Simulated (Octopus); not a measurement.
# BN under changes of volume

One of the cells (5.959 Å³/atom); the others are scaled copies at fixed shape and fractional positions:

```xyz
2
Lattice="0.0000 1.8130 1.8130 1.8130 0.0000 1.8130 1.8130 1.8130 0.0000" Properties=species:S:1:pos:R:3 pbc="T T T"
N     0.9065    0.9065    0.9065
B     0.0000    0.0000    0.0000
```

The cell is a database's computed one.

```yaml
Program: Octopus 16.4
Functional: PBEsol
Potentials_or_basis: pseudodojo_pbesol (PseudoDojo 0.4, PBEsol)
Grid_spacing: 0.128 Å
k_mesh: 13 × 13 × 13
Occupations: fermi-dirac, width 0.05 eV
Spin: no spin polarisation
```

| volume (Å³/atom) | energy over the lowest point (meV/atom) | gap on the mesh (eV) |
| --- | --- | --- |
| 5.602 | ? | ? |
| 5.721 | 4.08 | 4.46 |
| 5.840 | 0.00 | 4.43 |
| 5.959 | 1.15 | 4.41 |
| 6.078 | 8.51 | 4.38 |
| 6.198 | 19.93 | 4.35 |
| 6.317 | 36.27 | 4.33 |

What does the run at 5.602 Å³/atom give?

Energy over the lowest point 15.08 meV/atom; gap on the mesh 4.48 eV.

Worked out: A Birch-Murnaghan fit of order 3 (a polynomial in V^(-2/3)) to the other rows has its minimum at 5.87 Å³/atom with B0 = V·E''(V) = 376 GPa and B' = 3.3. It gives 14.64 meV/atom at 5.602 Å³/atom, against the run's 15.08. A straight line through the other rows of the gap, of slope -1.33 eV per unit of ln V, extrapolates to 4.49 eV, against the run's 4.48.

Energies are extrapolated to zero smearing.

Caveats: an odd mesh through Γ misses points on the zone boundary, where band edges often lie.
